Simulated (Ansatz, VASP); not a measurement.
# GeF2: VASP beside Ansatz, part 2 of 2

One calculation is typed for both programs; each brings its own data sets. How far apart do they land? The cell is generated by rule, not measured, and may not be a known phase. Of the first pair: The cell is taken from a series of runs on this material, whose earlier steps may have relaxed, scaled, displaced or heated it; both programs get it as it stands.

VASP 6.6.1 and Ansatz 0.2.0.

So far: The starting structure; VASP: relaxation of cell and atoms, PBE, pair 1; Ansatz: relaxation of cell and atoms, PBE, pair 1; Differences.

## Step 5: Ansatz: relaxation of cell and atoms, PBE, pair 2

Level of this step: Ansatz beside VASP: Kohn-Sham DFT, plane waves, PBE (Ansatz).

The relaxed volume is the usual yardstick between codes: in a stiff, nearly cubic crystal its relative difference is about their pressure difference at one cell divided by the bulk modulus. Its start cell is another than that of the pair before, and may be another structure of the material.

The two relaxations start from unlike cells of this crystal (the structure described is Ansatz's start), so only their ends are compared.

Contents of input.yaml:

```yaml
crystal:
  lattice:
    - [5.1959, 0.0, 0.0]
    - [0.0, 5.1959, 0.0]
    - [0.0, 0.0, 3.35136]
  atoms:
    - { symbol: Ge, position: [0.0, 0.0, 0.0] }
    - { symbol: Ge, position: [0.5, 0.5, 0.5] }
    - { symbol: F, position: [0.305, 0.305, 0.0] }
    - { symbol: F, position: [0.695, 0.695, 0.0] }
    - { symbol: F, position: [0.805, 0.195, 0.5] }
    - { symbol: F, position: [0.195, 0.805, 0.5] }
kpoints:
  mp_grid: { grid: [4, 4, 6] }
hamiltonian:
  xc: pbe
scf:
  occupations: { method: gaussian, width: 0.02 }
output:
  forces: true
  stress: true
  eigenvalues: true
  write_density: true
  write_potential: true
  elf: true
  volumetric_format: npy
relax:
  adjacent_minimum: "off"
  f_tol: 0.005
  max_steps: 80
  cell: { stress_tol: 0.05 }
```

Started as:

```sh
ansatz run input.yaml --threads 8 --pin off --max-ram 14336MiB --backend cpu --events-out ev --progress --plain --runs-dir out
```

Numbers of over 12 decimals in the logs are rounded to 6 here.

Log:

```text
[...]
Crystal: 6 atoms, lattice volume = 90.478 Å³
Basis set: ecut = 420 eV, 1787 PW (Γ), exchange–correlation on 72×72×48 points (8 copies of the dense FFT grid, shifted against one another)
Bands: 34, of which v1, the nominal top of the filled ones, is band 28 counted from 1 (27 counted from 0)
Symmetry: 16 space group operations
[...]
k-points: 24 of 96
[...]
cell:  # Å, volume = 97.4074 Å³
    - [5.239046, 0, 0.0]
    - [0, 5.239046, 0.0]
    - [0.0, 0.0, 3.548848]
  atoms:
    - { symbol: Ge, position: [0, 0, 0.0] }
    - { symbol: Ge, position: [0.5, 0.5, 0.5] }
    - { symbol: F, position: [0.303027, 0.303027, 0.0] }
    - { symbol: F, position: [0.696973, 0.696973, 0.0] }
    - { symbol: F, position: [0.803027, 0.196973, 0.5] }
    - { symbol: F, position: [0.196973, 0.803027, 0.5] }
[key lines of the parts left out:]
SCF converged after 5 iterations
Free energy (F): -11823.999638 eV
Fermi energy:    5.173743 eV
P = ⅓ Tr σ = -0.0021 GPa (-0.021 kbar)
```

## Step 6: VASP: relaxation of cell and atoms, PBE, pair 2

Its own start cell and the same functional, mesh and smearing now go to VASP, with its own data sets.

Contents of INCAR:

```
SYSTEM = GeF2
PREC = Accurate
ENCUT = 600
EDIFF = 1E-07
NELM = 120
ISMEAR = 0
SIGMA = 0.02
LREAL = .FALSE.
ALGO = Normal
GGA = PE
NBANDS = 34
LORBIT = 11
LWAVE = .FALSE.
LCHARG = .FALSE.
ISIF = 3
IBRION = 2
NSW = 80
EDIFFG = -0.005
LASPH = .TRUE.
GGA_COMPAT = .FALSE.
NELMIN = 4
EFERMI = MIDGAP
KPAR = 2
```

Contents of POSCAR:

```
GeF2
1.0
    5.2293014761      0.0000000000      0.0000000000
    0.0000000000      5.2293014761      0.0000000000
    0.0000000000      0.0000000000      3.5529452444
Ge F
2 4
Direct
    0.0000000000      0.0000000000      0.0000000000
    0.5000000000      0.5000000000      0.5000000000
    0.3030971707      0.3030971707      0.0000000000
    0.6969028293      0.6969028293      0.0000000000
    0.8030971707      0.1969028293      0.5000000000
    0.1969028293      0.8030971707      0.5000000000
```

Contents of KPOINTS:

```
Automatic mesh
0
Gamma
4 4 6
0 0 0
```

PAW data sets: Ge_d and F (PBE family, release 64).

Started as:

```sh
mpirun -np 2 vasp_std
```

Log:

```text
[... set-up lines as in an earlier step ...]
 entering main loop
       N       E                     dE             d eps       ncg     rms          rms(c)
DAV:   1     0.728145032831E+03    0.72815E+03   -0.31166E+04  2048   0.400E+03
DAV:   2     0.107053366073E+03   -0.62109E+03   -0.60029E+03  1752   0.990E+02
DAV:   3    -0.224534369667E+02   -0.12951E+03   -0.12742E+03  1898   0.254E+02
DAV:   4    -0.310450784879E+02   -0.85916E+01   -0.85504E+01  1894   0.746E+01
[...]
DAV:  13    -0.280455984653E+02    0.46934E-06   -0.69625E-06  2220   0.282E-02    0.132E-03
DAV:  14    -0.280455982303E+02    0.23494E-06   -0.10941E-06  2216   0.142E-02    0.550E-04
DAV:  15    -0.280455982746E+02   -0.44241E-07   -0.39673E-08   830   0.227E-03
   1 F= -.28045598E+02 E0= -.28045598E+02  d E =-.280456E+02
[...]
N       E                     dE             d eps       ncg     rms          rms(c)
DAV:   1    -0.280458437256E+02   -0.24550E-03   -0.41221E-03  2108   0.754E-01    0.114E-01
DAV:   2    -0.280456435114E+02    0.20021E-03   -0.70733E-04  1646   0.215E-01    0.343E-02
DAV:   3    -0.280456194854E+02    0.24026E-04   -0.31520E-05  1856   0.105E-01    0.189E-02
DAV:   4    -0.280456099584E+02    0.95270E-05   -0.18498E-05  2004   0.740E-02    0.350E-03
DAV:   5    -0.280456101369E+02   -0.17844E-06   -0.39910E-06  1946   0.233E-02    0.191E-03
DAV:   6    -0.280456102989E+02   -0.16201E-06   -0.26952E-07  1208   0.894E-03    0.773E-04
DAV:   7    -0.280456104401E+02   -0.14125E-06   -0.50463E-08   830   0.328E-03    0.157E-04
DAV:   8    -0.280456104551E+02   -0.15007E-07   -0.20112E-08   822   0.158E-03
   2 F= -.28045610E+02 E0= -.28045610E+02  d E =-.121806E-04
 trial-energy change:   -0.000012  1 .order   -0.000010   -0.000018   -0.000003
 step:   1.0936(harm=  1.1720)  dis= 0.00001  next Energy=   -28.045611 (dE=-0.123E-04)
 reached required accuracy - stopping structural energy minimisation
```

From OUTCAR (step 6):

```text
  Total        0.0034178      0.0034178     -0.0104471      0.0000000      0.0000000      0.0000000
  in kB        0.0563948      0.0563948     -0.1723799      0.0000000      0.0000000      0.0000000
  external PRESSURE =      -0.0198635 kB  Pullay stress =       0.0000000 kB

 POSITION                                       TOTAL-FORCE (eV/Angst)
 -----------------------------------------------------------------------------------
     -0.00000      0.00000      0.00000         0.000000      0.000000      0.000000
      2.61431      2.61431      1.77589         0.000000      0.000000      0.000000
      1.58477      1.58477      0.00000        -0.000787     -0.000787     -0.000000
      3.64385      3.64385      3.55177         0.000787      0.000787      0.000000
      4.19907      1.02954      1.77589        -0.000787      0.000787      0.000000
      1.02954      4.19907      1.77589         0.000787     -0.000787      0.000000
 -----------------------------------------------------------------------------------
    total drift:                               -0.000000      0.000000     -0.000000

  FREE ENERGIE OF THE ION-ELECTRON SYSTEM (eV)
  ---------------------------------------------------
  free  energy   TOTEN  =       -28.0456104551 eV

  energy  without entropy=      -28.0456104551  energy(sigma->0) =      -28.04561046

[... 1 part as in an earlier step ...]

[... 3 further parts left out ...]
[key lines of the parts left out:]
E-fermi :   2.4839
```

## Step 7: Side by side

Both answers:

| quantity | Ansatz | VASP | difference |
| --- | --- | --- | --- |
| volume (Å³) | 97.41 | 97.10 | +0.32 % |
| edge a after relaxation, in the typed setting (Å) | 5.239 | 5.229 | +0.20 % |
| edge c after relaxation, in the typed setting (Å) | 3.549 | 3.552 | -0.08 % |

## Step 8: Ansatz: relaxation of cell and atoms, PBE, pair 3

The relaxed volume is the usual yardstick between codes: in a stiff, nearly cubic crystal its relative difference is about their pressure difference at one cell divided by the bulk modulus. Its start cell is another than that of the pair before, and may be another structure of the material.

The two relaxations start from unlike cells of this crystal (the structure described is Ansatz's start), so only their ends are compared.

Contents of input.yaml:

```yaml
crystal:
  lattice:
    - [5.0920778856, 0.0, 0.0]
    - [0.0, 5.0920778856, 0.0]
    - [0.0, 0.0, 4.9363276019]
  atoms:
    - { symbol: Ge, position: [0.5, 0.0, 0.6544021791] }
    - { symbol: Ge, position: [0.0, 0.5, 0.3455978209] }
    - { symbol: F, position: [0.8135741129, 0.3135741129, 0.6153331558] }
    - { symbol: F, position: [0.1864258871, 0.6864258871, 0.6153331558] }
    - { symbol: F, position: [0.3135741129, 0.1864258871, 0.3846668442] }
    - { symbol: F, position: [0.6864258871, 0.8135741129, 0.3846668442] }
kpoints:
  mp_grid: { grid: [4, 4, 4] }
hamiltonian:
  xc: pbe
scf:
  occupations: { method: fixed }
output:
  forces: true
  stress: true
  eigenvalues: true
relax:
  adjacent_minimum: "off"
  f_tol: 0.001
  max_steps: 60
  cell: { stress_tol: 0.01 }
```

Started as:

```sh
ansatz run input.yaml --threads 8 --pin off --max-ram 14336MiB --backend cpu --events-out ev --progress --plain --runs-dir out
```

Log:

```text
[...]
Crystal: 6 atoms, lattice volume = 127.995 Å³
Basis set: ecut = 420 eV, 2521 PW (Γ), exchange–correlation on 72×72×72 points (8 copies of the dense FFT grid, shifted against one another)
Bands: 34, of which v1, the nominal top of the filled ones, is band 28 counted from 1 (27 counted from 0)
Symmetry: 8 space group operations
[...]
k-points: 18 of 64 (time reversal used)
[...]
cell:  # Å, volume = 128.5818 Å³
    - [5.090201, 0, 0.0]
    - [0, 5.090201, 0]
    - [0.0, 0, 4.962605]
  atoms:
    - { symbol: Ge, position: [0.5, 0, 0.653675] }
    - { symbol: Ge, position: [0, 0.5, 0.346325] }
    - { symbol: F, position: [0.813566, 0.313566, 0.614692] }
    - { symbol: F, position: [0.186434, 0.686434, 0.614692] }
    - { symbol: F, position: [0.313566, 0.186434, 0.385308] }
    - { symbol: F, position: [0.686434, 0.813566, 0.385308] }
[key lines of the parts left out:]
SCF converged after 8 iterations
Free energy (F): -11824.901685 eV
Fermi energy:    0.591855 eV
P = ⅓ Tr σ = 0.0040 GPa (0.040 kbar)
```

## Step 9: VASP: relaxation of cell and atoms, PBE, pair 3

Its own start cell and the same functional and mesh now go to VASP, with its own data sets.

INCAR, as its differences from that of step 6:

```diff
@@ -6,3 +6,3 @@
 ISMEAR = 0
-SIGMA = 0.02
+SIGMA = 0.01
 LREAL = .FALSE.
```

Contents of POSCAR:

```
GeF2
1.0
    5.0704484717      0.0000000000      0.0000000000
    0.0000000000      5.0704484717      0.0000000000
    0.0000000000      0.0000000000      4.6614381616
Ge F
2 4
Direct
    0.5000000000      0.0000000000      0.6660252152
    0.0000000000      0.5000000000      0.3339747848
    0.8124526794      0.3124526794      0.6232868515
    0.1875473206      0.6875473206      0.6232868515
    0.3124526794      0.1875473206      0.3767131485
    0.6875473206      0.8124526794      0.3767131485
```

Contents of KPOINTS:

```
Automatic mesh
0
Gamma
4 4 4
0 0 0
```

Started as:

```sh
mpirun -np 2 vasp_std
```

Log:

```text
[... set-up lines as in an earlier step ...]
 entering main loop
       N       E                     dE             d eps       ncg     rms          rms(c)
DAV:   1     0.752509099065E+03    0.75251E+03   -0.30553E+04  1552   0.368E+03
DAV:   2     0.112152573611E+03   -0.64036E+03   -0.61773E+03  1352   0.987E+02
DAV:   3    -0.221087780518E+02   -0.13426E+03   -0.13169E+03  1430   0.254E+02
DAV:   4    -0.316164277847E+02   -0.95076E+01   -0.94674E+01  1418   0.803E+01
[...]
DAV:  13    -0.288682892714E+02   -0.38508E-05   -0.85028E-06  1434   0.269E-02    0.243E-03
DAV:  14    -0.288682895394E+02   -0.26806E-06   -0.65022E-07  1384   0.957E-03    0.118E-03
DAV:  15    -0.288682895967E+02   -0.57291E-07   -0.16514E-07   900   0.302E-03
   1 F= -.28868290E+02 E0= -.28868290E+02  d E =-.288683E+02
[...]
2 F= -.28868325E+02 E0= -.28868325E+02  d E =-.355663E-04
[...]
3 F= -.28868328E+02 E0= -.28868328E+02  d E =-.386815E-04
[...]
4 F= -.28868355E+02 E0= -.28868355E+02  d E =-.267546E-04
[...]
5 F= -.28868392E+02 E0= -.28868392E+02  d E =-.640673E-04
[...]
reached required accuracy - stopping structural energy minimisation
```

From OUTCAR (step 9):

```text
  Total       -0.0035319     -0.0035319      0.0254551      0.0000000      0.0000000     -0.0000000
  in kB       -0.0470491     -0.0470491      0.3390961      0.0000000      0.0000000     -0.0000000
  external PRESSURE =       0.0816660 kB  Pullay stress =       0.0000000 kB

 POSITION                                       TOTAL-FORCE (eV/Angst)
 -----------------------------------------------------------------------------------
      2.53879      0.00000      3.10490        -0.000000      0.000000     -0.002696
      0.00000      2.53879      1.56007        -0.000000      0.000000      0.002696
      4.12614      1.58735      2.90681        -0.001340     -0.001340      0.000612
      0.95144      3.49024      2.90681         0.001340      0.001340      0.000612
      1.58735      0.95144      1.75816        -0.001340      0.001340     -0.000612
      3.49024      4.12614      1.75816         0.001340     -0.001340     -0.000612
 -----------------------------------------------------------------------------------
    total drift:                               -0.000000     -0.000000      0.000000

  FREE ENERGIE OF THE ION-ELECTRON SYSTEM (eV)
  ---------------------------------------------------
  free  energy   TOTEN  =       -28.8683923455 eV

  energy  without entropy=      -28.8683923455  energy(sigma->0) =      -28.86839235

[... 1 part as in an earlier step ...]

[... 3 further parts left out ...]
[key lines of the parts left out:]
E-fermi :   1.1443
```

The run keeps the 8 symmetry operations of its start, so it cannot find a distortion of lower symmetry.

## Step 10: Side by side

The two programs side by side:

| quantity | Ansatz | VASP | difference |
| --- | --- | --- | --- |
| volume (Å³) | 128.58 | 120.27 | +6.91 % |
| edge a after relaxation, in the typed setting (Å) | 5.090 | 5.078 | +0.25 % |
| edge c after relaxation, in the typed setting (Å) | 4.963 | 4.665 | +6.38 % |

## Step 11: Summary of results

```json
{
 "difference in volume (relaxation of cell and atoms, PBE, pair 1)": "0.28 %",
 "difference in volume (relaxation of cell and atoms, PBE, pair 2)": "0.32 %",
 "difference in volume (relaxation of cell and atoms, PBE, pair 3)": "6.9 %"
}
```

What this shows: The difference in volume is 6.9 % (relaxation of cell and atoms, PBE, pair 3), beyond the 1.2 % picked in this series as the mark of a large difference, as far as the stopping tolerances let one tell. What causes the difference of the relaxation of cell and atoms, PBE, pair 3 pair stays open here. 1 further run of this series is not shown here. Such differences can come from data sets, numerical settings and the points named under the comparisons, not from the functional's error against experiment.

[Lines on the potential files, build, host, timing and source positions are cut from VASP's logs without a mark.]

[Logs are printed without paths, hosts, clocks, repeated set-up lines and the standing remarks that a program may print on its own settings, such as how far it seeks lower states.]

[Hosts, paths, dates, database ids (printed as entryN), source tags and the programs' standing remarks are cut or masked in the printed files.]
